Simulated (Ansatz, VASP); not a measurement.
## SnSe: VASP beside Ansatz

The input INCAR:

```
SYSTEM = SnSe
PREC = Accurate
ENCUT = 520
EDIFF = 1E-7
ISMEAR = 0
SIGMA = 0.016
LREAL = .False.
LASPH = .True.
NELM = 100
ALGO = Normal
ISIF = 2
LWAVE = .False.
LCHARG = .False.
GGA = PE
NBANDS = 17
```

Contents of KPOINTS:

```
regular mesh
0
Gamma
  8 8 8
  0 0 0
```

The input POSCAR:

```
SnSe
1.0
    0.0000000000      3.0100000000      3.0100000000
    3.0100000000      0.0000000000      3.0100000000
    3.0100000000      3.0100000000      0.0000000000
Sn Se
1 1
Direct
    0.0000000000      0.0000000000      0.0000000000
    0.5000000000      0.5000000000      0.5000000000
```

input.yaml

```yaml
crystal:
  lattice:
    - [0.0, 3.01, 3.01]
    - [3.01, 0.0, 3.01]
    - [3.01, 3.01, 0.0]
  atoms:
    - { symbol: Sn, position: [0.0, 0.0, 0.0] }
    - { symbol: Se, position: [0.5, 0.5, 0.5] }
kpoints:
  mp_grid: { grid: [8, 8, 8] }
scf:
  occupations: { method: gaussian, width: 0.016 }
hamiltonian:
  xc: pbe
  pseudopotentials: { kind: all_electron, lapw: { basis_error: 0.001 } }
output:
  forces: true
  stress: true
  eigenvalues: true
```

Measurements of this composition are mostly on another form, of space group No. 62.

Alike in both runs: task single point; functional PBE; k mesh 8 × 8 × 8; occupations gaussian, width 0.016 eV; no spin polarisation.

|  | VASP | Ansatz |
| --- | --- | --- |
| version | VASP 6.6.1 | Ansatz 0.2.0 |
| potentials or method | VASP PAW PBE potentials, release 64 (Sn_d, Se) | all-electron LAPW, scalar-relativistic |
| plane-wave cutoff (eV) | 520 | see its input |

```csv
,VASP,Ansatz,Ansatz less VASP
gap on the k mesh at the Fermi level (eV),0.58,0.58,0.000
least direct gap on the mesh (eV),0.58,0.58,0.000
pressure (GPa),0.9,0.9,0.00
```

Ansatz ran all-electron here, so the differences hold the error of VASP's frozen core and of both bases.

Caveats: spin-orbit coupling is left out, which moves the levels of the heavy elements. A k mesh can miss the band edges.
